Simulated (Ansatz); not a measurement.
# C2 sheet: levels of theory, part 2 of 2

The task, for C2 sheet: compare levels of theory; the runs are relaxing the atoms and single point.

Ansatz 0.2.0; DFT PBE+D3(BJ), scalar-relativistic, plane waves, PAW, and further levels as typed in the inputs. The steps go on from the part before.

### Step 5. Single point: r2SCAN

It takes the final geometry of step 2.

Contents of input.yaml:

```yaml
crystal:
  lattice:
    - [2.461, 0.0, 0.0]
    - [-1.2305, 2.1312885187, 0.0]
    - [0.0, 0.0, 23.8]
  atoms:
    - { symbol: C, position: [0.0, 0.0, 0.3781512605] }
    - { symbol: C, position: [0.3333333333, 0.6666666667, 0.3781512605] }
  periodic: [true, true, false]
scf:
  occupations: { method: gaussian, width: 0.05 }
  n_extra_bands: 8
output:
  eigenvalues: true
  write_density: true
  write_potential: true
  elf: true
  volumetric_format: npy
kpoints:
  mp_grid: { grid: [24, 24, 1] }
hamiltonian:
  xc: r2scan
```

Launch:

```console
$ ansatz run input.yaml --threads 8 --pin off --max-ram 32768MiB --backend cpu --events-out ev --progress --plain --runs-dir out
```

Standard output:

```text
Warning: RAYON_NUM_THREADS=8 ignored (pool sized by the plan → 8); use --threads N
scf.n_extra_bands = 8 over 4 filled bands (N_el = 8.0): the run solves 12 bands
Engine: ansatz 0.2.0, aarch64-unknown-linux-gnu
Pseudopotentials: kind: paw
Pseudopotential: C, paw, valence charge 4, recommended cutoff 500 eV (meta_gga), C.paw.azcp
Functional definition: r2SCAN
  parameter k0 = 0.174
  parameter k1 = 0.065
  parameter a1 = 4.9479
  exchange = r2scan_x(k0 = k0, k1 = k1, a1 = a1)
  correlation = r2scan_c
Crystal: 2 atoms, lattice volume = 124.833 Å³
Basis set: ecut = 500 eV, 3213 PW (Γ), exchange–correlation on 72×72×720 points (64 copies of the dense FFT grid, shifted against one another)
Bands: 12, of which v1, the nominal top of the filled ones, is band 4 counted from 1 (3 counted from 0)
Symmetry: 24 space group operations
Space group: P6/mmm (ITA 191), of the structure as read, at distance tolerance 5.0e-5 Å
k-points: 61 of 576
Non-local potential: C, projectors of the file, l = 0: 2, l = 1: 2, l = 2: 1
PAW form: soft (Blöchl's): semilocal exchange-correlation on the pseudo side does not see the compensation charge
PAW frozen core: C, regenerated for the run's functional (the file was generated under x = pbe(κ = 0.804, μ = 0.2195149727645171), c = pbe(β = 0.06672455060314922))
PAW one-centre angular grid: C, 302 points (default); XC on 239 of its mesh's 2573 points in the sphere
Initial density: superposition of atomic densities (neutral atoms: chi_scale 0, normalization atom), corrected by the library's trained network
Initial wavefunctions: pseudopotential atomic-orbital guess
Functional: x = r2scan, c = r2scan; τ floored in thin density (d = 2e-4 eV/Å³)
SCF iter   1: F=—  HF=-503.260289 eV  |F-HF|=—  |Δ(HF+E_count)|=         —  Δρ=3.18e-3  dr2=3.76e-3  dr2_τ=4.08e-1  ethr=1.77e-3  ⟨swp⟩=7.7  Hψ=5917  notcnv=0  defer=21
preconditioner: auto → LDOS  [metal: Δε(μ)=0.000 eV  Ē_g=18.653 eV  σ=0.050 eV  W_gap=0.00  n_scr=12 (ndim 8)  ℏωp=9.4 eV  f_vac=0.814  D(μ)=0.16/eV (n_scr^D=2)  β→1.0]
SCF iter   2: F=—  HF=-503.301178 eV  |F-HF|=—  |Δ(HF+E_count)|=   4.09e-2  Δρ=5.46e-4  dr2=1.60e-4  dr2_τ=9.01e-6  ethr=4.70e-5  ⟨swp⟩=3.6  Hψ=2287  notcnv=0  defer=153
SCF iter   3: F=—  HF=-503.301224 eV  |F-HF|=—  |Δ(HF+E_count)|=   4.61e-5  Δρ=1.07e-4  dr2=1.02e-5  dr2_τ=1.88e-6  ethr=2.00e-6  ⟨swp⟩=2.4  Hψ=1196  notcnv=0  defer=153
SCF iter   4: F=—  HF=-503.301226 eV  |F-HF|=—  |Δ(HF+E_count)|=   2.06e-6  Δρ=1.02e-5  dr2=8.39e-8  dr2_τ=1.16e-8  ethr=1.27e-7  ⟨swp⟩=3.4  Hψ=1231  notcnv=0  defer=153
iter 5 did not close the SCF: its close was put off for the readings that it lacked (scf_convergence_deferred on its scf_iter line)
SCF iter   5: F=-503.301226 eV  HF=-503.301226 eV  |F-HF|=5.57e-9  |Δ(HF+E_count)|=   3.30e-7  Δρ=2.32e-6  dr2=2.78e-9  dr2_τ=1.68e-10  ethr=1.05e-9  ⟨swp⟩=3.0  Hψ=970  notcnv=0  defer=153
SCF iter   6: F=-503.301226 eV  HF=-503.301226 eV  |F-HF|=1.96e-10  |Δ(HF+E_count)|=   5.63e-9  Δρ=1.84e-7  dr2=1.92e-11  dr2_τ=2.51e-12  ethr=3.47e-11  ⟨swp⟩=10.4  Hψ=5275  notcnv=0
SCF 1 converged in 6 iterations: F = -503.301226 eV  dr2 = 1.92e-11
WARN: The output density's exchange-correlation potential varies sharply where the density is thin. Do not read a vacuum level from v_tot or v_xc, or from such a field of the output density. On a cell that repeats whose density bears no net charge and no dipole along the vacuum's axis use v_es (v_loc + v_h of the components); under efield.dipole_correction with no amplitude use v_es + v_field, which holds any external_charges[].barrier, or the levels of the report's work_function block, which leave it out; under a non-zero efield.amplitude the vacuum is tilted and has no level; on a cell that repeats and bears such a dipole with no correction it is tilted too, and efield.dipole_correction with no amplitude gives each side of its ramp a level where efield: is served; in a cell that repeats whose density bears a net charge (total_charge, or a fill off its count) it is curved and has none; of a slab under crystal.periodic whose density bears no net charge use v_es, which has a level on each side, short of where the two are joined; of another it falls or rises all the way out and has none; of a slab beside external_charges read slab_vacuum_level instead, which it has where they leave it neutral. The grid or the basis barely resolves most such structure, and the values can differ between equally converged runs; as a rule a tighter scf.convergence.dr2_threshold does not remove it. Where the density itself ripples (under the LDA too) a higher basis.ecutwfc lessens it. The files hold the spikes' plane waves up to the density's cutoff. Files: v_tot_of_output_density and the like, and their columns of v_z.tsv (output.write_potential); v_xc_of_output_density and the like, and their columns of v_comp_z.tsv (output.write_potential_components). Measured: with its Gaussian average of σ = 0.25 Å subtracted twice, the exchange-correlation potential is over 0.1 eV at 910 of the grid points where the equally averaged density (valence and model cores) is under 1e-3 e/Å³, and 0.237 eV at the most among them, at an averaged density of 8.7e-10 e/Å³. The input density's (outcome.potential() and, of a run that writes arrays, v_tot and v_xc) is over 0.1 eV, so measured, at 53 points of its own thin density, 0.160 eV at the most. See output.write_potential in the manual, Limitations
SCF converged after 6 iterations
Free energy (F): -503.301226 eV
Harris-Foulkes:  -503.301226 eV  (|F-HF|=1.96e-10)
Internal energy: -503.301030 eV  (E = F + TS)
E sigma→0 (E₀):  -503.301128 eV
Entropy (-TS):   -0.000196 eV (-0.098 meV/atom)
Fermi energy:    -4.275413 eV
--- Per-component energies (eV) ---
  E_band       = -112.353164
  E_kinetic    = 181.357236
  E_local      = -6165.045438  (includes V_loc(G=0)·N_el)
  E_nonlocal   = 53.802408
  E_hartree    = 2977.129725
  E_xc         = -94.252493
  E_vxc        = -130.674485  (∫ρ·V_xc dr)
  E_paw        = -201.724817  (= ΣΔE_a)
  E_vpaw       = -13.467238  (= ΣTr[D̂ρ^β])
  E_aug_tail   = 0.000010  (compensation charges beyond the density's cutoff)
  E_vtau       = 7.414763  (kinetic-family band-sum trace: ∫τ·v_τ [+ j·A + Jᵃ·Aᵃ] dr)
  E_ewald      = 2745.481886
  E_core_change = -0.049547  (= ΣΔE_core)
  E_smearing   = -0.000196  (= −TS)
  E_closure    = 0.000000  (closes the sum)
  Σ components = -503.301226   (vs F -503.301226, Δ=0.00e0)
--- Band table (eV; the first three rows and the last of 61) ---
  k-point 0: bands = ["-25.1004", "-12.3837", "-7.5401", "-7.5401", "-0.6369 (-0.6378°)", "0.0560 (-0.0132°)", "0.5767", "0.9056", "1.9650", "2.4835", "3.9719", "4.4258"]
  k-point 1: bands = ["-25.0569", "-12.3317", "-7.7225", "-7.6350", "-0.5803 (-0.5812°)", "0.1131 (0.0441°)", "0.6340", "0.9626", "2.0218", "2.5403", "4.0261", "4.4559"]
  k-point 2: bands = ["-24.9267", "-12.1760", "-8.2411", "-7.8999", "-0.4106 (-0.4115°)", "0.2843 (0.2161°)", "0.8058", "1.1337", "2.1925", "2.7106", "4.1859", "4.5168"]
  k-point 60: bands = ["-17.8010", "-17.8010", "-15.4250", "-4.2754", "-4.2754", "6.8391", "9.2722 (9.2722°)", "9.2722 (9.2722°)", "9.7986 (9.7986°)", "11.0259", "11.0259", "11.3406"]
  ° read free of the cell's end (the report's vacuum.weakly_bound_levels)
```

Run time: 2.9 s. Hardware: 8 threads of Arm Neoverse V1, shared host; peak memory 0.69 GiB.

Density in a lattice plane of the grid's cell (edges 2.46 and 2.46 Å, at 0.378 of the third edge), which holds C.

Values in e/Å³, 12 rows by 12 columns:
```
1.86 2.10 2.02 1.76 1.52 1.36 1.36 1.52 1.75 2.00 2.08 1.87
1.85 2.02 2.05 2.00 1.85 1.74 1.84 1.98 2.02 1.99 1.85 1.71
1.52 1.76 2.00 2.07 1.90 1.89 2.04 1.97 1.74 1.52 1.35 1.35
1.16 1.52 1.85 1.90 1.79 1.84 1.81 1.51 1.17 0.95 0.87 0.94
0.93 1.36 1.74 1.89 1.84 1.67 1.34 0.95 0.67 0.53 0.53 0.65
0.86 1.36 1.84 2.04 1.81 1.34 0.87 0.54 0.36 0.30 0.35 0.52
0.93 1.52 1.98 1.97 1.51 0.95 0.54 0.31 0.21 0.20 0.30 0.52
1.16 1.75 2.02 1.74 1.17 0.67 0.36 0.21 0.16 0.20 0.35 0.65
1.52 2.00 1.99 1.52 0.95 0.53 0.30 0.20 0.20 0.30 0.52 0.94
1.85 2.08 1.85 1.35 0.87 0.53 0.35 0.30 0.35 0.52 0.86 1.34
1.86 1.87 1.71 1.35 0.94 0.65 0.52 0.52 0.65 0.94 1.34 1.70
1.72 1.86 1.85 1.52 1.16 0.93 0.86 0.93 1.16 1.52 1.85 1.86
```
Columns run along the first of these edges and rows up along the second, over one cell in 12 and 12 even steps from the bottom left corner. Atoms in the plane (fractional): C at (0.00, 1.00), C at (0.33, 0.67).

ELF in the same plane.

Values, 12 rows by 12 columns:
```
0.13 0.55 0.88 0.90 0.79 0.61 0.62 0.80 0.90 0.88 0.56 0.14
0.57 0.88 0.93 0.85 0.60 0.40 0.60 0.86 0.93 0.87 0.59 0.34
0.81 0.90 0.85 0.57 0.20 0.19 0.57 0.86 0.90 0.79 0.60 0.58
0.79 0.79 0.60 0.20 0.04 0.19 0.56 0.79 0.77 0.63 0.53 0.63
0.65 0.61 0.40 0.19 0.19 0.35 0.56 0.62 0.52 0.39 0.38 0.52
0.55 0.62 0.60 0.57 0.56 0.56 0.50 0.37 0.23 0.17 0.22 0.39
0.65 0.80 0.86 0.86 0.79 0.62 0.37 0.17 0.08 0.07 0.16 0.39
0.79 0.90 0.93 0.90 0.77 0.52 0.23 0.08 0.04 0.07 0.23 0.53
0.81 0.88 0.87 0.79 0.63 0.39 0.17 0.07 0.07 0.16 0.38 0.63
0.57 0.56 0.59 0.60 0.53 0.38 0.22 0.16 0.23 0.38 0.51 0.58
0.13 0.14 0.34 0.58 0.63 0.52 0.39 0.39 0.53 0.63 0.58 0.33
0.01 0.13 0.57 0.81 0.79 0.65 0.55 0.65 0.79 0.81 0.57 0.13
```
Columns run along the first of these edges and rows up along the second, over one cell in 12 and 12 even steps from the bottom left corner. Atoms in the plane (fractional): C at (0.00, 1.00), C at (0.33, 0.67).

Both are smooth fields of the valence electrons: close to the nuclei they are not physical.

Outside the cores ELF peaks at 0.94 on the C–C line, 0.7 Å from C.

### Step 6. Single point: HSE06, mesh 12×12×1

It takes the final geometry of step 2.

input.yaml: that of step 5 with these lines changed.

```diff
@@ -14,9 +14,5 @@
   eigenvalues: true
-  write_density: true
-  write_potential: true
-  elf: true
-  volumetric_format: npy
 kpoints:
-  mp_grid: { grid: [24, 24, 1] }
+  mp_grid: { grid: [12, 12, 1] }
 hamiltonian:
-  xc: r2scan
+  xc: hse06
```

Launch:

```console
$ ansatz run input.yaml --threads 8 --pin off --max-ram 32768MiB --backend cpu --events-out ev --progress --plain --runs-dir out
```

Standard output (excerpt; [...] marks lines left out):

```text
Warning: RAYON_NUM_THREADS=8 ignored (pool sized by the plan → 8); use --threads N
scf.n_extra_bands = 8 over 4 filled bands (N_el = 8.0): the run solves 12 bands
[...]
Pseudopotentials: kind: paw
Pseudopotential: C, paw, valence charge 4, recommended cutoff 420 eV (normal), C.paw.azcp
Functional definition: HSE06
[...]
Crystal: 2 atoms, lattice volume = 124.833 Å³
Basis set: ecut = 420 eV, 2353 PW (Γ)
Bands: 12, of which v1, the nominal top of the filled ones, is band 4 counted from 1 (3 counted from 0)
Symmetry: 24 space group operations
Space group: P6/mmm (ITA 191), of the structure as read, at distance tolerance 5.0e-5 Å
k-points: 19 of 144
[...]
SCF iter   1: F=—  HF=-501.877115 eV  |F-HF|=—  |Δ(HF+E_count)|=         —  Δρ=1.63e-3  dr2=2.87e-3  ethr=1.77e-3  ⟨swp⟩=12.8  Hψ=1798  notcnv=2
[...]
Frozen-core exchange: fock
[...]
SCF 2 stopped early in 5 iterations: F = -501.880853 eV  dr2 = 7.03e-7
[...]
SCF iter   2: F=-501.880895 eV  HF=-501.880895 eV  |F-HF|=8.07e-9  |Δ(HF+E_count)|=   2.73e-8  Δρ=4.68e-6  dr2=2.07e-8  ethr=6.33e-11  ⟨swp⟩=4.2  Hψ=936  notcnv=0  defer=16
[...]
hybrid outer 2: dexx = +2.081e-7 eV, tail = 4.79e-8 eV, Δε = 3.23e-3 eV (about 2.24e-4 eV left of the loop's levels)
hybrid SCF converged: 2 outer / 7 inner (+5 warm-up), last move |dexx| = 2.08e-7 eV, tail = 4.79e-8 eV
Stability not checked: this state was not tested for a lower state beside it, because the functional holds exact exchange (a hybrid, or Hartree-Fock), whose exchange loop this test does not read (fock_operator; see scf.lower_state_search)
Free energy (F): -501.880895 eV
Frozen-core exchange: fock
[...]
E sigma→0 (E₀):  -501.880503 eV
Entropy (-TS):   -0.000784 eV (-0.392 meV/atom)
Fermi energy:    -4.310092 eV
[...]
--- Band table (eV; the first three rows and the last of 19) ---
  k-point 0: bands = ["-26.4274", "-13.2181", "-8.3425", "-8.3425", "-0.8216", "-0.1402", "0.4558", "0.7442", "1.8564", "2.3427", "3.8550", "4.5697"]
[...]
  the weakly bound empty levels are not read free of the cell's end (exact_exchange)
```

It took 8.2 s on 8 threads of Arm Neoverse V1, shared host; peak memory 2.3 GiB.

### Step 7. The runs side by side

This closing draws on all 2 parts.

| step | level | k mesh | energy (eV) | gap on the mesh (eV) | time |
| --- | --- | --- | --- | --- | --- |
| 2 | PBE+D3(BJ) | 24×24×1 | -502.061 | 0.00 | 1.1 s |
| 3 | LDA | 24×24×1 | -485.912 | 0.00 | 1.1 s |
| 4 | PBE | 24×24×1 | -501.884 | 0.00 | 1.1 s |
| 5 | r2SCAN | 24×24×1 | -503.301 | 0.00 | 2.9 s |
| 6 | HSE06 | 12×12×1 | -501.881 | 0.00 | 8.2 s |

Totals of different systems or levels have different zeros; only balanced differences at one level mean anything.

In words: The rows set the runs side by side; convergence of the settings was not tested in this session.
